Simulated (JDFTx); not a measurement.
# TiB2 (P6/mmm) in JDFTx: settings compared

Aim: see how the results for TiB2 move with the level of theory and the settings. Levels: PBEsol, RPBE, revPBE, r2SCAN. Tasks: single point, relaxation of cell and atoms.

Program: JDFTx 1.7.0 (patched build). These are calculated values, not measurements. Logs are shortened: lines on timing, memory, paths and dates and some standing lists are left out, and cuts for length are marked. The log counts tension as positive stress, the text compression.

**1. The crystal as given**

It takes space group P6/mmm (No. 191, hexagonal). Conventional cell: a = 3.029 Å, b = 3.029 Å, c = 3.228 Å, α = 90.00°, β = 90.00°, γ = 120.00°. Ti (site symmetry 6/mmm) is surrounded by 12 B at 2.38 Å. Around B (site symmetry -6m2) lie 3 B at 1.75 Å.

**2. Single point, PBEsol**

TiB2.in reads:

```
lattice \
    5.7243583767    -2.8621791884     0.0000000000 \
    0.0000000000     4.9574397745     0.0000000000 \
    0.0000000000     0.0000000000     6.1007918207
coords-type Cartesian
ion Ti     0.0000000000     0.0000000000     0.0000000000 1
ion B      2.8621791886     1.6524799247     3.0503959104 1
ion B     -0.0000000003     3.3049598498     3.0503959104 1

ion-species pseudo/Ti.upf
ion-species pseudo/B.upf
elec-cutoff 42 336
elec-ex-corr gga-PBEsol
kpoint-folding 10 10 8
elec-smearing Fermi 0.0018374661
elec-n-bands 15
electronic-SCF nIterations 100 energyDiffThreshold 1e-09
electronic-minimize nIterations 30 energyDiffThreshold 1e-7
converge-empty-states yes
forces-output-coords Cartesian

dump-name run.$VAR
dump End Ecomponents EigStats BandEigs Kpoints Forces Stress ElecDensity
```

Potentials or basis: PseudoDojo-SR-PBEsol-0.4.1-standard with smoothed tails.

On the command line:

```bash
jdftx -c 1 -i TiB2.in -o TiB2.out
```

What it wrote:

```text
*************** JDFTx 1.7.0 (patched build) ***************

Input parsed successfully to the following command list (including defaults):
[... the input with its defaults ...]

---------- Setting up symmetries ----------

Found 24 point-group symmetries of the bravais lattice
Found 24 space-group symmetries with basis
Applied RMS atom displacement 2.44571e-10 bohrs to make symmetries exact.

---------- Initializing the Grid ----------
R =
[      5.72436     -2.86218            0  ]
[            0      4.95744            0  ]
[            0            0      6.10079  ]
unit cell volume = 173.129
G =
[    1.09762   0.633713         -0  ]
[          0    1.26743          0  ]
[          0         -0     1.0299  ]
Minimum fftbox size, Smin = [  48  48  52  ]
Chosen fftbox size, S = [  48  48  54  ]

---------- Initializing tighter grid for wavefunction operations ----------
R =
[      5.72436     -2.86218            0  ]
[            0      4.95744            0  ]
[            0            0      6.10079  ]
unit cell volume = 173.129
G =
[    1.09762   0.633713         -0  ]
[          0    1.26743          0  ]
[          0         -0     1.0299  ]
Minimum fftbox size, Smin = [  36  36  36  ]
Chosen fftbox size, S = [  36  36  36  ]

---------- Exchange Correlation functional ----------
Initalized PBEsol GGA exchange.
Initalized PBEsol GGA correlation.

---------- Setting up pseudopotentials ----------
Width of ionic core gaussian charges (only for fluid interactions / plotting) set to 0

Reading pseudopotential file 'pseudo/Ti.upf':
  'Ti' pseudopotential, 'PBESOL' functional
  Generated using ONCVPSP code by D. R. Hamann
  12 valence electrons, 4 orbitals, 6 projectors, 1001 radial grid points, with lMax = 2
    3S    l: 0   occupation:  2.0   eigenvalue: -2.295026
    3P    l: 1   occupation:  6.0   eigenvalue: -1.424955
    3D    l: 2   occupation:  2.0   eigenvalue: -0.157121
    4S    l: 0   occupation:  2.0   eigenvalue: -0.164537
  Core radius for overlap checks: 1.61 bohrs.

Reading pseudopotential file 'pseudo/B.upf':
  'B' pseudopotential, 'PBESOL' functional
  Generated using ONCVPSP code by D. R. Hamann
  3 valence electrons, 2 orbitals, 4 projectors, 1001 radial grid points, with lMax = 1
    2S    l: 0   occupation:  2.0   eigenvalue: -0.344017
    2P    l: 1   occupation:  1.0   eigenvalue: -0.130657
  Core radius for overlap checks: 1.18 bohrs.

Initialized 2 species with 3 total atoms.

Folded 1 k-points by 10x10x8 to 800 k-points.

---------- Setting up k-points, bands, fillings ----------
Reduced to 70 k-points under symmetry.
Computing the number of bands and number of electrons
Calculating initial fillings.
nElectrons:  18.000000   nBands: 15   nStates: 70

----- Setting up reduced wavefunction bases (one per k-point) -----
average nbasis = 2251.131 , ideal nbasis = 2250.808

---------- Setting up ewald sum ----------
Optimum gaussian width for ewald sums = 1.851456 bohr.
Real space sum over 1089 unit cells with max indices [  5  5  4  ]
Reciprocal space sum over 2197 terms with max indices [  6  6  6  ]

---------- Allocating electronic variables ----------
Initializing wave functions:  linear combination of atomic orbitals
Ti pseudo-atom occupations:   s ( 2 2 )  p ( 6 )  d ( 2 )
B pseudo-atom occupations:   s ( 2 )  p ( 1 )
	FillingsUpdate:  mu: +0.463358020  nElectrons: 18.000000
LCAOMinimize: Iter:   0  F: -63.9482495587342328  |grad|_K:  4.614e-03  alpha:  1.000e+00
	FillingsUpdate:  mu: +0.513455801  nElectrons: 18.000000
LCAOMinimize: Iter:   1  F: -64.0168138517761776  |grad|_K:  2.668e-03  alpha:  1.553e-01  linmin: -3.408e-01  cgtest:  9.346e-01
LCAOMinimize: Encountered beta<0, resetting CG.
[... 13 lines of inner loops ...]
LCAOMinimize: Iter:   6  F: -64.0464445142400365  |grad|_K:  2.411e-06  alpha:  3.242e-01  linmin:  6.626e-04  cgtest: -1.257e-02
	FillingsUpdate:  mu: +0.572689346  nElectrons: 18.000000
LCAOMinimize: Iter:   7  F: -64.0464445696558329  |grad|_K:  2.513e-07  alpha:  7.553e-01  linmin: -3.432e-05  cgtest:  1.369e-02
LCAOMinimize: Converged (|Delta F|<1.000000e-06 for 2 iters).

-------- Electronic minimization -----------
Will mix electronic density at each iteration.
	FillingsUpdate:  mu: +0.572689346  nElectrons: 18.000000
	FillingsUpdate:  mu: +0.562011069  nElectrons: 18.000000
SCF: Cycle:  0   F: -64.097551592040432   dF: -5.111e-02   |Residual|: 5.115e-02   |deigs|: 2.171e-02
	FillingsUpdate:  mu: +0.553594014  nElectrons: 18.000000
SCF: Cycle:  1   F: -64.099771937950734   dF: -2.220e-03   |Residual|: 2.204e-02   |deigs|: 1.118e-02
	FillingsUpdate:  mu: +0.553740097  nElectrons: 18.000000
SCF: Cycle:  2   F: -64.100039384322642   dF: -2.674e-04   |Residual|: 1.077e-02   |deigs|: 1.482e-03
	FillingsUpdate:  mu: +0.552157154  nElectrons: 18.000000
SCF: Cycle:  3   F: -64.100080412686637   dF: -4.103e-05   |Residual|: 2.793e-03   |deigs|: 2.361e-03
	FillingsUpdate:  mu: +0.552671493  nElectrons: 18.000000
SCF: Cycle:  4   F: -64.100082697620579   dF: -2.285e-06   |Residual|: 1.554e-03   |deigs|: 8.103e-04
	FillingsUpdate:  mu: +0.552420188  nElectrons: 18.000000
SCF: Cycle:  5   F: -64.100085374176572   dF: -2.677e-06   |Residual|: 1.912e-04   |deigs|: 4.031e-04
	FillingsUpdate:  mu: +0.552415628  nElectrons: 18.000000
SCF: Cycle:  6   F: -64.100085513323435   dF: -1.391e-07   |Residual|: 9.776e-05   |deigs|: 9.922e-05
	FillingsUpdate:  mu: +0.552398875  nElectrons: 18.000000
SCF: Cycle:  7   F: -64.100085592685829   dF: -7.936e-08   |Residual|: 4.157e-05   |deigs|: 1.260e-04
	FillingsUpdate:  mu: +0.552402261  nElectrons: 18.000000
SCF: Cycle:  8   F: -64.100085619992058   dF: -2.731e-08   |Residual|: 2.135e-05   |deigs|: 8.567e-05
	FillingsUpdate:  mu: +0.552402240  nElectrons: 18.000000
SCF: Cycle:  9   F: -64.100085626014589   dF: -6.023e-09   |Residual|: 2.034e-05   |deigs|: 6.734e-05
	FillingsUpdate:  mu: +0.552402038  nElectrons: 18.000000
SCF: Cycle: 10   F: -64.100085627636105   dF: -1.622e-09   |Residual|: 3.852e-05   |deigs|: 7.813e-05
	FillingsUpdate:  mu: +0.552402410  nElectrons: 18.000000
SCF: Cycle: 11   F: -64.100085628531971   dF: -8.959e-10   |Residual|: 4.443e-06   |deigs|: 6.507e-05
	FillingsUpdate:  mu: +0.552402252  nElectrons: 18.000000
SCF: Cycle: 12   F: -64.100085628647975   dF: -1.160e-10   |Residual|: 3.685e-06   |deigs|: 4.218e-05
SCF: Converged (|Delta E|<1.000000e-09 for 2 iters).

Setting wave functions to eigenvectors of Hamiltonian
Converging empty states (this may take a while):
EmptyStates: None of the convergence criteria satisfied.
|deigs|: 5.875e-04

# Stress tensor in Cartesian coordinates [Eh/a0^3]:
[  0.000131965            0            0  ]
[            0  0.000131965            0  ]
[            0            0  0.000212979  ]

# Ionic positions in cartesian coordinates:
ion Ti   0.000000000000000  -0.000000000000000   0.000000000033333 1
ion B   2.862179188333333   1.652479924833333   3.050395910383333 1
ion B  -0.000000000033333   3.304959849666667   3.050395910383333 1

# Forces in Cartesian coordinates:
force Ti   0.000000000000000   0.000000000000000   0.000000000000000 1
force B   0.000000000000000   0.000000000000000   0.000000000000000 1
force B   0.000000000000000   0.000000000000000   0.000000000000000 1

# Energy components:
   Eewald =      -51.3087759302430939
       EH =       12.0861415626250039
     Eloc =      -43.0540733339241513
      Enl =        0.5846638132495151
      Exc =      -11.1974474748729556
 Exc_core =        1.1980643386431769
       KE =       27.5915726309572946
-------------------------------------
     Etot =      -64.0998543935652094
       TS =        0.0002312350827628
-------------------------------------
        F =      -64.1000856286479745

IonicMinimize: Iter:   0  F: -64.100085628647975  |grad|_K:        nan
IonicMinimize: None of the convergence criteria satisfied after 0 iterations.

#--- Lowdin population analysis ---
# oxidation-state Ti +0.861
# oxidation-state B -0.412 -0.412

Dumping 'run.eigStats' ...
	eMin: -1.528429 at state 0 ( [ +0.000000 +0.000000 +0.000000 ] spin 0 )
	HOMO: +0.551406 at state 51 ( [ +0.200000 +0.200000 +0.125000 ] spin 0 )
	mu  : +0.552402
	LUMO: +0.552404 at state 55 ( [ +0.200000 +0.300000 +0.000000 ] spin 0 )
	eMax: +0.928839 at state 66 ( [ +0.300000 +0.300000 +0.125000 ] spin 0 )
	HOMO-LUMO gap: +0.000998
	Optical gap  : +0.005050 at state 32 ( [ +0.100000 +0.100000 +0.250000 ] spin 0 )
WARNING: the last solve of the electrons (or of bands or displaced states from it) ended unconverged.
Done!
```

Wall time 95 s (1 thread of Arm Neoverse V2, shared host); peak memory 0.16 GiB.

What came out:

```yaml
Free_energy: -1744.2522 eV
Pressure: -4.7 GPa
Band_gap_on_the_k_mesh: none (metal or under the smearing width)
Loewdin_charges: Ti +0.86; B -0.41 e
```

Caveat: the empty levels aren't tightly converged.

**3. Single point, RPBE**

Changes to TiB2.in since step 2:

```diff
@@ -12,3 +12,3 @@
 elec-cutoff 42 336
-elec-ex-corr gga-PBEsol
+elec-ex-corr gga-x-rpbe gga-c-pbe
 kpoint-folding 10 10 8
```

Potentials or basis: PseudoDojo-SR-PBE-0.5-standard with smoothed tails.

On the command line:

```bash
jdftx -c 1 -i TiB2.in -o TiB2.out
```

It took 96 s on 1 thread of Arm Neoverse V2, shared host; peak memory 0.16 GiB.

The run converged. Its results:

```
Free energy            : -1744.6911 eV
Pressure               : 2.8 GPa
Band gap on the k mesh : none (metal or under the smearing width)
Loewdin charges        : Ti +0.88; B -0.42 e
```

Stress tensor (GPa, compression positive):
```
2.51 0.00 0.00
0.00 2.51 0.00
0.00 0.00 3.30
```

Levels at points of the mesh, in eV from the Fermi level:
```
           k point  band 7  band 8  band 9  band 10  band 11  band 12
(0.00, 0.00, 0.00)   -2.57   -2.31   -2.04     1.95     1.95     3.68
(0.00, 0.00, 0.50)   -0.53   -0.53   -0.11    -0.11     0.50     0.50
(0.00, 0.50, 0.00)   -3.25   -3.18   -2.20     1.40     2.79     3.26
(0.00, 0.50, 0.50)   -4.61   -3.77   -3.13     2.54     2.96     4.50
```

Caveat: the empty levels aren't tightly converged; the potentials were made for another functional, which shifts forces and pressure.

**4. Single point, revPBE**

Changes to TiB2.in since step 3:

```diff
@@ -4,6 +4,6 @@
     0.0000000000     0.0000000000     6.1007918207
-coords-type Cartesian
+coords-type Lattice
 ion Ti     0.0000000000     0.0000000000     0.0000000000 1
-ion B      2.8621791886     1.6524799247     3.0503959104 1
-ion B     -0.0000000003     3.3049598498     3.0503959104 1
+ion B      0.6666666667     0.3333333333     0.5000000000 1
+ion B      0.3333333333     0.6666666667     0.5000000000 1
 
@@ -12,3 +12,3 @@
 elec-cutoff 42 336
-elec-ex-corr gga-x-rpbe gga-c-pbe
+elec-ex-corr gga-x-pbe-r gga-c-pbe
 kpoint-folding 10 10 8
```

On the command line:

```bash
jdftx -c 1 -i TiB2.in -o TiB2.out
```

It took 96 s on 1 thread of Arm Neoverse V2, shared host; peak memory 0.16 GiB.

Results (log left out):

* Free energy: -1744.4421 eV
* Pressure: 2.1 GPa
* Band gap on the k mesh: none (metal or under the smearing width)
* Loewdin charges: Ti +0.88; B -0.42 e

Stress tensor (GPa, compression positive):
```
1.89 0.00 0.00
0.00 1.89 0.00
0.00 0.00 2.40
```

Levels at points of the mesh, in eV from the Fermi level:
```csv
k point,band 7,band 8,band 9,band 10,band 11,band 12
"(0.00, 0.00, 0.00)",-2.56,-2.31,-2.05,1.95,1.95,3.69
"(0.00, 0.00, 0.50)",-0.53,-0.53,-0.11,-0.11,0.50,0.50
"(0.00, 0.50, 0.00)",-3.24,-3.18,-2.20,1.40,2.79,3.27
"(0.00, 0.50, 0.50)",-4.61,-3.77,-3.12,2.54,2.97,4.51
```

Caveat: the empty levels aren't tightly converged; the potentials were made for another functional, which shifts forces and pressure.

**5. Relaxation of cell and atoms, r2SCAN**

TiB2.in reads:

```
lattice Hexagonal 5.7243583767 6.1007918207
coords-type Lattice
ion Ti     0.0000000000     0.0000000000     0.0000000000 1
ion B      0.6666666667     0.3333333333     0.5000000000 1
ion B      0.3333333333     0.6666666667     0.5000000000 1

ion-species pseudo/Ti.upf
ion-species pseudo/B.upf
elec-cutoff 40 320
elec-ex-corr mgga-x-r2scan mgga-c-r2scan
kpoint-folding 6 6 5
elec-smearing Fermi 0.0018374661
elec-n-bands 15
electronic-SCF nIterations 100 energyDiffThreshold 1e-09
electronic-minimize nIterations 30 energyDiffThreshold 1e-7
forces-output-coords Cartesian
lattice-minimize nIterations 40 energyDiffThreshold 1e-6

dump-name run.$VAR
dump End Ecomponents EigStats BandEigs Kpoints Forces Stress ElecDensity KEdensity
```

Potentials or basis: SG15-PBE-1.2 with smoothed tails.

On the command line:

```bash
jdftx -c 1 -i TiB2.in -o TiB2.out
```

Wall time 10 min (1 thread of Intel Xeon Platinum 8175M at 2.50GHz (Skylake/Cascade Lake), shared host); peak memory 0.12 GiB.

Results (log left out):

* Free energy: -1727.4228 eV
* Relaxed volume: 8.47 Å³/atom
* Relaxed cell: a = 3.025 Å, b = 3.025 Å, c = 3.204 Å, α = 90.00°, β = 90.00°, γ = 120.00°
* Space group after relaxing (to 0.05 Å): P6/mmm (No. 191)
* Energy gained by relaxing: 0.8 meV/atom
* Ionic steps: 7
* Pressure after relaxing: 0.0 GPa
* Band gap on the k mesh: none (metal or under the smearing width)

The path:
```
step  energy change (eV)  largest force (eV/Å)  pressure (GPa)  volume (Å³)
   1              0.0000                0.0000           -2.36        25.66
   2             -0.0005                0.0000           -2.03        25.62
   3             -0.0020                0.0000           -0.04        25.42
   4             -0.0022                0.0000           -0.06        25.42
   5             -0.0023                0.0000           -0.02        25.40
   6             -0.0023                0.0000            0.02        25.40
   7             -0.0023                0.0000           -0.02        25.40
```

Final structure:
```cif
data_structure
_symmetry_space_group_name_H-M 'P 1'
_symmetry_Int_Tables_number 1
_cell_length_a 3.0254
_cell_length_b 3.0254
_cell_length_c 3.2044
_cell_angle_alpha 90.000
_cell_angle_beta 90.000
_cell_angle_gamma 120.000
_cell_volume 25.40
loop_
_atom_site_label
_atom_site_type_symbol
_atom_site_fract_x
_atom_site_fract_y
_atom_site_fract_z
_atom_site_occupancy
Ti1 Ti 0.00000 0.00000 0.00000 1
B1 B 0.66667 0.33333 0.50000 1
B2 B 0.33333 0.66667 0.50000 1
```

Levels at points of the mesh, in eV from the Fermi level:
| k point | band 6 | band 7 | band 8 | band 9 | band 10 | band 11 | band 12 | band 13 |
| --- | --- | --- | --- | --- | --- | --- | --- | --- |
| (0.00, 0.00, 0.00) | -2.76 | -2.76 | -2.50 | -2.13 | 2.20 | 2.20 | 4.09 | 4.09 |
| (0.00, 0.50, 0.00) | -10.08 | -3.54 | -3.36 | -2.33 | 1.60 | 3.09 | 3.58 | 3.59 |

Caveat: the k mesh is coarse (spacing up to 0.40 Å⁻¹), so the values aren't converged; meta-GGA forces are noisy on this grid; the potentials were made for another functional, which shifts forces and pressure.

**6. Overview**

```csv
task,level,potentials or basis,cell,k mesh,cutoff (eV),further solve for the empty bands,mesh quality,gap on the mesh (eV),pressure (GPa)
single point,PBEsol,PseudoDojo-SR-PBEsol-0.4.1-standard with smoothed tails,as given,10 × 10 × 8,1143,yes,not flagged,none,-4.7
single point,RPBE,PseudoDojo-SR-PBE-0.5-standard with smoothed tails,as given,10 × 10 × 8,1143,yes,not flagged,none,2.8
single point,revPBE,PseudoDojo-SR-PBE-0.5-standard with smoothed tails,as given,10 × 10 × 8,1143,yes,not flagged,none,2.1
relaxation of cell and atoms,r2SCAN,SG15-PBE-1.2 with smoothed tails,relaxed,6 × 6 × 5,1088,no,coarse,none,0.0
```

Alike in all rows: no spin polarisation; smearing fermi-dirac 0.05 eV.

Caveats: some runs use coarse meshes; the empty levels aren't tightly converged (some runs); the potentials were made for another functional, which shifts forces and pressure (some runs); meta-GGA forces are noisy on this grid (some runs).

Total energies depend on the potentials used, so only differences within one code and one set of settings carry meaning.
